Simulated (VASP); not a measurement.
**Cu2O (Cuprite): single point with PBE**

**What was measured.**

From “Importance of surface oxygen vacancies for ultrafast hot carrier relaxation and transport in Cu2O”, 2021, arxiv:2103.03167, for a bulk crystal of Cu2O: band gap 2.17 eV (direct).

The system is Cu2O (Cuprite).

```
Cu O
1.0
     4.26000    0.00000    0.00000
     0.00000    4.26000    0.00000
     0.00000    0.00000    4.26000
Cu O
4 2
Direct
  0.75000 0.25000 0.75000
  0.25000 0.75000 0.75000
  0.25000 0.25000 0.25000
  0.75000 0.75000 0.25000
  0.50000 0.50000 0.50000
  0.00000 0.00000 0.00000
```

```
Program                : VASP 6.6.1
Task                   : single point
Functional             : PBE
Potentials or basis    : VASP PAW PBE potentials, release 64 (Cu, O)
Cutoff                 : 500 eV
k mesh                 : 6 × 6 × 6
Occupations            : gaussian, width 0.02 eV
Spin                   : no spin polarisation
Further INCAR settings : ALGO = Normal; EDIFF = 1.00e-07; NBANDS = 37
```

```json
{
 "Pressure": "3.9 GPa",
 "Band gap on the k mesh": "0.54 eV, direct"
}
```

Levels at points of the mesh, in eV from the valence-band top:
| k point | band 26 | band 27 | band 28 | band 29 | band 30 | band 31 |
| --- | --- | --- | --- | --- | --- | --- |
| (0.00, 0.00, 0.00) | 0.00 | 0.00 | 0.00 | 0.54 | 1.25 | 1.25 |
| (0.50, 0.00, 0.00) | -1.20 | -0.39 | -0.39 | 2.27 | 2.27 | 4.24 |
| (0.50, 0.50, 0.00) | -1.21 | -0.65 | -0.65 | 1.92 | 1.92 | 3.86 |
| (0.50, 0.50, 0.50) | -0.57 | -0.57 | -0.57 | 2.46 | 2.46 | 2.46 |

Wall time 43 s on 1 thread of AMD EPYC 9R45 96-Core Processor (Zen 5), with other jobs on the host, peak memory 0.17 GiB.

Measured gap of Cu2O: 2.17 eV (direct; quoted in “Importance of surface oxygen vacancies for ultrafast hot carrier relaxation and transport in Cu2O”, 2021, arxiv:2103.03167). This calculation gives 0.54 eV (-1.63 eV). So large a miss can be the level of theory's own, or it may mean another phase, state or a wrong row. The value is that of PBE on a finite k mesh, which can miss the band edges, without temperature or zero-point motion. Semilocal functionals fall short of measured gaps as a rule.
